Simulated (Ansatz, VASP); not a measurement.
# One calculation of AlNi3, two programs

```
Ni Al
1.0
     0.00000    2.80189    2.80189
     2.80189    0.00000    2.80189
     2.80189    2.80189    0.00000
Ni Al
3 1
Cartesian
  4.2028 4.2028 4.2028
  0.0000 0.0000 0.0000
  1.4009 1.4009 1.4009
  2.8019 2.8019 2.8019
```

Alike in both runs: task single point; functional PBEsol; k mesh 8 × 8 × 8; occupations fermi-dirac, width 0.05 eV; collinear spin.

```csv
,VASP,Ansatz
version,VASP 6.6.1,Ansatz 0.2.0
potentials or method,"VASP PAW PBE potentials, release 64 (Ni, Al), cutoff 520 eV","all-electron LAPW, scalar-relativistic"
```

|  | VASP | Ansatz | Ansatz less VASP |
| --- | --- | --- | --- |
| gap on the k mesh at the Fermi level (eV) | none | none | - |
| pressure (GPa) | -0.7 | -0.8 | -0.06 |
| net moment per atom (μB) | 0.00 | 0.00 | 0.000 |

A gap of «none» marks a metal or a gap that the smearing closes. Ansatz ran all-electron here, so the differences hold the error of VASP's frozen core and of both bases.

Caveats: the PAW data sets were made with another functional, which shifts forces and pressure a little (VASP); the starting moments weren't kept (Ansatz).
